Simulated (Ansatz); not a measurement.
Ga, DFT, PBE, PAW with Ansatz's default frozen-core files, scalar-relativistic (Ansatz 0.2.0), run on 1 thread of Arm Neoverse V1 on a shared host.

The cell is a measured one (Crystallography Open Database entry 9011089); the temperature and pressure of the measurement aren't taken into account, and nothing was relaxed. The listed cell was then made from it by scaling, straining or moving an atom.

Command: `ansatz run input.yaml --threads 1 --pin off --max-ram 3072MiB --backend cpu --events-out ev --progress --plain --runs-dir out`

```yaml
crystal:
  lattice:
    - [1.4011994555, -4.0794863395, 0.0]
    - [1.4011994555, 4.0794863395, 0.0]
    - [-0.118995572, 0.0, 3.3737498936]
  atoms:
    - { symbol: Ga, position: [0.869, 0.131, 0.25] }
    - { symbol: Ga, position: [0.131, 0.869, 0.75] }
kpoints:
  mp_grid: { grid: [14, 14, 11] }
scf:
  occupations: { method: fermi_dirac, width: 0.03 }
hamiltonian:
  xc: pbe
  pseudopotentials: { kind: paw }
output:
  forces: true
  stress: true
  eigenvalues: true
  efg: { contact_densities: true }
```

**Question.** How large is the problem that the program sets up?

**Answer.** 582 irreducible k-points, 773 plane waves at Γ, 17 bands.

**Question.** About how long does it take, and how much memory does it use?

**Answer.** 23 s of wall time for 7 SCF iterations, with a peak of 0.57 GiB. Times on shared machines scatter by tens of per cent.

**Question.** And the same cell and mesh by all-electron PAW (datasets made for this crystal), asked for forces, stress, eigenvalues, efg, on the same hardware?

**Answer.** 82 s, peak memory 0.92 GiB.
